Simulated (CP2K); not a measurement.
Here is a CP2K 2026.2 calculation.

cao_bands.inp

```
&GLOBAL
  PROJECT cao_bands
  RUN_TYPE ENERGY_FORCE
  PRINT_LEVEL LOW
&END GLOBAL
&FORCE_EVAL
  METHOD QS
  STRESS_TENSOR ANALYTICAL
  &DFT
    BASIS_SET_FILE_NAME BASIS_MOLOPT_UZH
    POTENTIAL_FILE_NAME POTENTIAL_UZH
    &MGRID
      CUTOFF 600
      REL_CUTOFF 60
      NGRIDS 4
    &END MGRID
    &QS
      METHOD GPW
      EPS_DEFAULT 1.0E-9
    &END QS
    &KPOINTS
      SCHEME MONKHORST-PACK 10 10 10
      GAMMA_CENTERED T
      SYMMETRY T
      SYMMETRY_BACKEND SPGLIB
    &END KPOINTS
    &SCF
      SCF_GUESS ATOMIC
      EPS_SCF 1.0E-6
      MAX_SCF 100
      ADDED_MOS 10
      CHOLESKY OFF
      EPS_EIGVAL 1.0E-7
      &DIAGONALIZATION ON
        ALGORITHM STANDARD
      &END DIAGONALIZATION
      &MIXING ON
        METHOD BROYDEN_MIXING
        ALPHA 0.4
        BETA 1.5
        NBUFFER 8
      &END MIXING
      &SMEAR ON
        METHOD FERMI_DIRAC
        ELECTRONIC_TEMPERATURE [K] 580.226
      &END SMEAR
    &END SCF
    &XC
      &XC_FUNCTIONAL
        &GGA_X_PBE
        &END GGA_X_PBE
        &GGA_C_PBE
        &END GGA_C_PBE
      &END XC_FUNCTIONAL
    &END XC
    &PRINT
      &KPOINTS ON
      &END KPOINTS
      &MULLIKEN ON
      &END MULLIKEN
      &MO ON
        ENERGIES T
        OCCUPATION_NUMBERS T
        &EACH
          QS_SCF 0
        &END EACH
        ADD_LAST NUMERIC
      &END MO
      &BAND_STRUCTURE
        FILE_NAME bands.bs
        ADDED_MOS 2
        &KPOINT_SET
          UNITS B_VECTOR
          NPOINTS 10
          SPECIAL_POINT GAMMA 0.00000000 0.00000000 0.00000000
          SPECIAL_POINT L 0.00000000 -0.50000000 0.00000000
          SPECIAL_POINT B1 0.48742604 -0.25628698 0.24371302
        &END KPOINT_SET
        &KPOINT_SET
          UNITS B_VECTOR
          NPOINTS 10
          SPECIAL_POINT B 0.25628698 -0.25628698 0.50000000
          SPECIAL_POINT Z 0.00000000 0.00000000 0.50000000
          SPECIAL_POINT GAMMA 0.00000000 0.00000000 0.00000000
          SPECIAL_POINT X 0.37185651 -0.37185651 0.00000000
        &END KPOINT_SET
        &KPOINT_SET
          UNITS B_VECTOR
          NPOINTS 10
          SPECIAL_POINT Q 0.37185651 -0.25628698 0.37185651
          SPECIAL_POINT F 0.50000000 0.00000000 0.50000000
          SPECIAL_POINT P1 0.38443047 0.00000000 0.62814349
          SPECIAL_POINT Z 0.00000000 0.00000000 0.50000000
        &END KPOINT_SET
        &KPOINT_SET
          UNITS B_VECTOR
          NPOINTS 10
          SPECIAL_POINT L 0.00000000 -0.50000000 0.00000000
          SPECIAL_POINT P 0.00000000 -0.38443047 0.37185651
        &END KPOINT_SET
      &END BAND_STRUCTURE
    &END PRINT
  &END DFT
  &SUBSYS
    &CELL
      A 3.3991410632 0.0000000000 0.0000000000
      B 1.6995705316 2.9437425118 0.0000000000
      C 1.6995705316 0.9812475039 2.8864025385
      PERIODIC XYZ
    &END CELL
    &COORD
      Ca  0.0000000000 0.0000000000 0.0000000000
      O   3.3991410632 1.9624950079 1.4432012693
    &END COORD
    &KIND Ca
      BASIS_SET TZVP-MOLOPT-PBE-GTH-q10
      POTENTIAL GTH-PBE-q10
    &END KIND
    &KIND O
      BASIS_SET TZVP-MOLOPT-PBE-GTH-q6
      POTENTIAL GTH-PBE-q6
    &END KIND
    &PRINT
      &ATOMIC_COORDINATES ON
      &END ATOMIC_COORDINATES
      &CELL ON
      &END CELL
    &END PRINT
  &END SUBSYS
  &PRINT
    &FORCES ON
    &END FORCES
    &STRESS_TENSOR ON
    &END STRESS_TENSOR
  &END PRINT
&END FORCE_EVAL
```

Potentials or basis: POTENTIAL_UZH Ca GTH-PBE-q10, O GTH-PBE-q6; TZVP-MOLOPT-PBE-GTH basis.

Launch:

```console
$ OMP_NUM_THREADS=1 cp2k.psmp -i cao_bands.inp -o cao_bands.out
```

(1) Estimate the band gap on the k mesh.

(2) What does it give for the band gap along the path?

(3) Estimate the pressure.

Answers

(1) 3.70 eV, indirect (least direct gap 4.08 eV).

(2) 3.70 eV, indirect (least direct gap 4.08 eV).

(3) -1.6 GPa.

Caveat: the basis of atomic orbitals isn't converged, which shifts pressures, moduli and gaps.
